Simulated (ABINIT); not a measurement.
# AlN (F-43m): G0W0 with ABINIT, start to end

Wanted: ground state, empty states, screening and self-energy for AlN (F-43m).

Program: ABINIT 10.8.3. Level of theory: LDA and many-body steps on it, plane waves. Results are calculated unless marked as measured.

**1. Set-up**

Symmetry: F-43m, No. 216, cubic system. The conventional cell has a = 4.368 Å, b = 4.368 Å, c = 4.368 Å, α = 90.00°, β = 90.00°, γ = 90.00°. Nearest to Al lie 4 N at 1.89 Å. Nearest to N lie 4 Al at 1.89 Å. Farther neighbours and most contacts between anions are not listed.

Coordinates:

```cif
data_structure
_symmetry_space_group_name_H-M 'P 1'
_symmetry_Int_Tables_number 1
_cell_length_a 3.0886
_cell_length_b 3.0886
_cell_length_c 3.0886
_cell_angle_alpha 60.000
_cell_angle_beta 60.000
_cell_angle_gamma 60.000
_cell_volume 20.83
loop_
_atom_site_label
_atom_site_type_symbol
_atom_site_fract_x
_atom_site_fract_y
_atom_site_fract_z
_atom_site_occupancy
Al1 Al 0.00000 0.00000 0.00000 1
N2 N 0.75000 0.75000 0.75000 1
```

The cell and positions are those that the Materials Project relaxed with its own functionals (PBE, PBE+U or r2SCAN), kept fixed. This is not the form that AlN usually takes at ambient conditions.

**2. Ground state**

This step: ABINIT 10.8.3; DFT, LDA, plane waves, norm-conserving pseudopotentials.

The ground-state density comes first.

run.abi reads:

```
acell 3*1.0 Angstrom
rprim 
  -0.000000000000 2.183993559600 2.183993559600
  2.183993559600 -0.000000000000 2.183993559600
  2.183993559600 2.183993559600 -0.000000000000
ntypat 2
znucl 13 7
natom 2
typat 1 2
xred 
  0.000000000000 0.000000000000 0.000000000000
  0.750000000000 0.750000000000 0.750000000000
pp_dirpath "pseudos"
pseudos "Al.upf, N.upf"
ecut 36
ngkpt 8 8 8
nshiftk 1
shiftk 0 0 0
kptopt 1
chksymbreak 0
nband 9
occopt 1
tolvrs 1e-10
nstep 60
prtwf 0
indata_prefix "in"
outdata_prefix "out"
tmpdata_prefix "tmp"
```

Started as:

```bash
OMP_NUM_THREADS=1 mpirun -n 4 abinit run.abi > log
```

Numbers of over 12 decimals in the logs are rounded to 6 here.

The log of the run:

```text
.Version 10.8.3 of ABINIT. v10.8.2 released Aug 2026.

 Symmetries : space group F-4 3 m (#216); Bravais cF (face-center cubic)
================================================================================
 Values of the parameters that define the memory need of the present run
     intxc =       0    ionmov =       0      iscf =       7    lmnmax =       6
     lnmax =       6     mgfft =      32  mpssoang =       3    mqgrid =    3001
     natom =       2  nloc_mem =       1    nspden =       1   nspinor =       1
    nsppol =       1      nsym =      24    n1xccc =    2501    ntypat =       2
    occopt =       1   xclevel =       1
-    mband =           9        mffmem =           1         mkmem =           8
       mpw =        1475          nfft =       32768          nkpt =          29
================================================================================
  Rough estimation (10% accuracy) of disk space for files :
================================================================================

--------------------------------------------------------------------------------
------------- Echo of variables that govern the present computation ------------
--------------------------------------------------------------------------------
 -outvars: echo values of preprocessed input variables --------
            acell      1.8897261259E+00  1.8897261259E+00  1.8897261259E+00 Bohr

      chksymbreak           0
             ecut      3.60000000E+01 Hartree
-          fftalg         312

              ixc       -1012
              kpt      0.00000000E+00  0.00000000E+00  0.00000000E+00
                       1.25000000E-01  0.00000000E+00  0.00000000E+00
                       2.50000000E-01  0.00000000E+00  0.00000000E+00
                       3.75000000E-01  0.00000000E+00  0.00000000E+00
                       5.00000000E-01  0.00000000E+00  0.00000000E+00
                       1.25000000E-01  1.25000000E-01  0.00000000E+00
                       2.50000000E-01  1.25000000E-01  0.00000000E+00
                       3.75000000E-01  1.25000000E-01  0.00000000E+00
                       5.00000000E-01  1.25000000E-01  0.00000000E+00
   [... 18 further rows ...]
                      -3.75000000E-01  5.00000000E-01  1.25000000E-01
                      -2.50000000E-01  5.00000000E-01  2.50000000E-01
         kptrlatt        8    0    0      0    8    0      0    0    8
          kptrlen      4.66933685E+01
P           mkmem           8
            natom           2
            nband           9
            ngfft          32      32      32
             nkpt          29
            nstep          60
             nsym          24
           ntypat           2
              occ      2.000000  2.000000  2.000000  2.000000  0.000000  0.000000
[...]
prtwf           0
            rprim     -0.0000000000E+00  2.1839935596E+00  2.1839935596E+00
[...]
spgroup         216

           tolvrs      1.00000000E-10

             xred      0.0000000000E+00  0.0000000000E+00  0.0000000000E+00
[...]
znucl       13.00000    7.00000

================================================================================

 chkinp: Checking input parameters for consistency.

================================================================================
== DATASET  1 ==================================================================
-   mpi_nproc: 4, omp_nthreads: 1 (-1 if OMP is not activated)

--- !DatasetInfo
iteration_state: {dtset: 1, }
dimensions: {natom: 2, nkpt: 29, mband: 9, nsppol: 1, nspinor: 1, nspden: 1, mpw: 1475, }
cutoff_energies: {ecut:  36.0, pawecutdg:  -1.0, }
electrons: {nelect:   8.00000000E+00, charge:   0.00000000E+00, occopt:   1.00000000E+00, tsmear:   1.00000000E-02, }

 Real(R)+Recip(G) space primitive vectors, cartesian coordinates (Bohr,Bohr^-1):
 R(1)=  0.0000000  4.1271497  4.1271497  G(1)= -0.1211490  0.1211490  0.1211490
 R(2)=  4.1271497  0.0000000  4.1271497  G(2)=  0.1211490 -0.1211490  0.1211490
 R(3)=  4.1271497  4.1271497  0.0000000  G(3)=  0.1211490  0.1211490 -0.1211490
 Unit cell volume ucvol=  1.4059849E+02 bohr^3
 Angles (23,13,12)=  6.00000000E+01  6.00000000E+01  6.00000000E+01 degrees

 getcut: wavevector=  0.0000  0.0000  0.0000  ngfft=  32  32  32
         ecut(hartree)=     36.000   => boxcut(ratio)=   2.02987

--- Pseudopotential description ------------------------------------------------
- Al Generated using ONCVPSP code by D. R. Hamann
- 13.00000   3.00000  180309                  znucl, zion, pspdat
12 -1012 2 -1 1854                            pspcod,pspxc,lmax,lloc,mmax
     nproj     2     2     2
  pspatm : epsatm=    0.57439143
         --- l  ekb(1:nproj) -->
[...]
pspatm: atomic psp has been read  and splines computed

- N Generated using ONCVPSP code by D. R. Hamann
-  7.00000   5.00000  180309                  znucl, zion, pspdat
12 -1012 1 -1 1058                            pspcod,pspxc,lmax,lloc,mmax
     nproj     2     2     0
  pspatm : epsatm=    5.30777321
         --- l  ekb(1:nproj) -->
[...]
1   -4.361519   -1.032581
 pspatm: atomic psp has been read  and splines computed

   4.70573171E+01                                ecore*ucvol(ha*bohr**3)
--------------------------------------------------------------------------------

_setup2: Arith. and geom. avg. npw (full set) are    1449.447    1449.423

================================================================================

--- !BeginCycle
iteration_state: {dtset: 1, }
solver: {iscf: 7, nstep: 60, nline: 4, wfoptalg: 0, }
tolerances: {tolvrs: 1.00E-10, }

     iter   Etot(hartree)      deltaE(h)  residm     vres2
 ETOT  1  -12.678261174283    -1.268E+01 1.150E-01 5.515E+02
 ETOT  2  -12.708084144609    -2.982E-02 9.035E-03 4.447E+02
 ETOT  3  -12.841256504168    -1.332E-01 4.509E-03 1.301E+00
 ETOT  4  -12.841570757358    -3.143E-04 2.019E-03 4.883E-02
 ETOT  5  -12.841581461968    -1.070E-05 1.677E-04 4.036E-04
 ETOT  6  -12.841581516368    -5.440E-08 2.009E-04 5.655E-05
 ETOT  7  -12.841581536977    -2.061E-08 1.700E-05 9.087E-07
 ETOT  8  -12.841581537309    -3.317E-10 2.123E-05 6.983E-09
 ETOT  9  -12.841581537311    -2.029E-12 1.772E-06 2.796E-10
 ETOT 10  -12.841581537311    -1.705E-13 2.325E-06 3.470E-13

 At SCF step   10       vres2   =  3.47E-13 < tolvrs=  1.00E-10 =>converged.

 Cartesian components of stress tensor (hartree/bohr^3)
  sigma(1 1)=  1.79578753E-04  sigma(3 2)=  0.00000000E+00
  sigma(2 2)=  1.79578753E-04  sigma(3 1)=  0.00000000E+00
  sigma(3 3)=  1.79578753E-04  sigma(2 1)=  0.00000000E+00

--- !ResultsGS
iteration_state: {dtset: 1, }
comment   : Summary of ground state results
lattice_vectors:
- [ -0.0000000,   4.1271497,   4.1271497, ]
- [  4.1271497,  -0.0000000,   4.1271497, ]
- [  4.1271497,   4.1271497,  -0.0000000, ]
lattice_lengths: [   5.83667,    5.83667,    5.83667, ]
lattice_angles: [ 60.000,  60.000,  60.000, ] # degrees, (23, 13, 12)
lattice_volume:   1.4059849E+02
convergence: {deltae: -1.705E-13, res2:  3.470E-13, residm:  2.325E-06, diffor: null, }
etotal    :  -1.28415815E+01
entropy   :   0.00000000E+00
fermie    :   2.02431740E-01
cartesian_stress_tensor: # hartree/bohr^3
- [  1.79578753E-04,   0.00000000E+00,   0.00000000E+00, ]
- [  0.00000000E+00,   1.79578753E-04,   0.00000000E+00, ]
- [  0.00000000E+00,   0.00000000E+00,   1.79578753E-04, ]
pressure_GPa:  -5.2834E+00
xred      :
- [  0.0000E+00,   0.0000E+00,   0.0000E+00, Al]
- [  7.5000E-01,   7.5000E-01,   7.5000E-01,  N]
cartesian_forces: # hartree/bohr
- [ -0.00000000E+00,  -0.00000000E+00,  -0.00000000E+00, ]
- [ -0.00000000E+00,  -0.00000000E+00,  -0.00000000E+00, ]
force_length_stats: {min:   0.00000000E+00, max:   0.00000000E+00, mean:   0.00000000E+00, }

 Integrated electronic density in atomic spheres:
 ------------------------------------------------
 Atom  Sphere_radius  Integrated_density
    1        2.00000          1.13118084
    2        2.00000          5.35398748
================================================================================

 ----iterations are completed or convergence reached----

 Mean square residual over all n,k,spin=   10.967E-09; max=  23.250E-07
 reduced coordinates (array xred) for    2 atoms
       0.000000000000      0.000000000000      0.000000000000
       0.750000000000      0.750000000000      0.750000000000
 rms dE/dt=  0.0000E+00; max dE/dt=  0.0000E+00; dE/dt below (all hartree)
    1       0.000000000000      0.000000000000      0.000000000000
    2       0.000000000000      0.000000000000      0.000000000000

 cartesian coordinates (angstrom) at end:
    1      0.000000     0.000000     0.000000
    2      3.275990     3.275990     3.275990

 cartesian forces (hartree/bohr) at end:
    1     -0.000000    -0.000000    -0.000000
    2     -0.000000    -0.000000    -0.000000
 frms,max,avg= 0.0000000E+00 0.0000000E+00   0.000E+00  0.000E+00  0.000E+00 h/b

 cartesian forces (eV/Angstrom) at end:
    1     -0.000000    -0.000000    -0.000000
    2     -0.000000    -0.000000    -0.000000
 frms,max,avg= 0.0000000E+00 0.0000000E+00   0.000E+00  0.000E+00  0.000E+00 e/A
 length scales=  1.889726125908  1.889726125908  1.889726125908 bohr
              =  1.000000000000  1.000000000000  1.000000000000 angstroms
 prteigrs : about to open file out_EIG
 Fermi (or HOMO) energy (hartree) =   0.20243   Average Vxc (hartree)=  -0.40395
 Eigenvalues (hartree) for nkpt=  29  k points:
 kpt#   1, nband=  9, wtk=  0.00195, kpt=  0.0000  0.0000  0.0000 (reduced coord)
  -0.34191    0.20243    0.20243    0.20243    0.35837    0.65658    0.65658    0.65658
   0.84940
 prteigrs : prtvol=0 or 1, do not print more k-points.

--- !EnergyTerms
iteration_state     : {dtset: 1, }
comment             : Components of total free energy in Hartree
kinetic             :  8.19706495125024E+00
hartree             :  2.78546247880494E+00
xc                  : -4.24596612750278E+00
Ewald energy        : -1.08999795989279E+01
psp_core            :  3.34692904348814E-01
local_psp           : -8.30247576615150E+00
non_local_psp       : -7.10380379132834E-01
total_energy        : -1.28415815373110E+01
total_energy_eV     : -3.49437235221028E+02
band_energy         :  1.46029088891320E-01

 Cartesian components of stress tensor (hartree/bohr^3)
  sigma(1 1)=  1.79578753E-04  sigma(3 2)=  0.00000000E+00
  sigma(2 2)=  1.79578753E-04  sigma(3 1)=  0.00000000E+00
  sigma(3 3)=  1.79578753E-04  sigma(2 1)=  0.00000000E+00

-Cartesian components of stress tensor (GPa)         [Pressure= -5.2834E+00 GPa]
- sigma(1 1)=  5.28338933E+00  sigma(3 2)=  0.00000000E+00
- sigma(2 2)=  5.28338933E+00  sigma(3 1)=  0.00000000E+00
- sigma(3 3)=  5.28338933E+00  sigma(2 1)=  0.00000000E+00

== END DATASET(S) ==============================================================
================================================================================

 -outvars: echo values of variables after computation  --------
           etotal     -1.2841581537E+01
            nband           9
             nkpt          29
          spgroup         216
 [... the other variables as echoed above ...]

 Calculation completed.
```

Run time: 3.5 s. Hardware: 4 MPI ranks of Arm Neoverse V2, shared host; peak memory 0.25 GiB; 14 s of CPU time.

Numbers from this step:

```
total energy               : -349.4372 eV
gap                        : 3.259 eV
k of the valence top       : 0, 0, 0
k of the conduction bottom : 0.5, 0.5, 0
least direct gap           : 4.243 eV
pressure                   : -5.283 GPa
```

The gap is indirect, with the least direct gap 0.98 eV higher.

The cutoff was set for levels, not for stress, so the pressure can be off by some GPa.

[end of part 1 of 3]

[Paths, hosts, dates, memory and timing lines, banners, echoed tables and standing remarks are left out of the program output.]

[Logs are printed without paths, hosts, clocks, repeated set-up lines and the standing remarks that a program may print on its own settings, such as how far it seeks lower states.]

[Runs of the session that timed out or met a known fault of the program may be left out.]

[Hosts, paths, dates, database ids (printed as entryN), source tags and the programs' standing remarks are cut or masked in the printed files.]

[G0W0 gaps are taken among the corrected bands and points alone; a level outside them can change the order at an edge.]

[Where Ansatz stands beside ABINIT at settings called matched, ABINIT's density can come from a denser mesh and the files from another edition; pairs whose starting gaps differed by over 0.03 eV were left out, so agreement reads better than it is.]
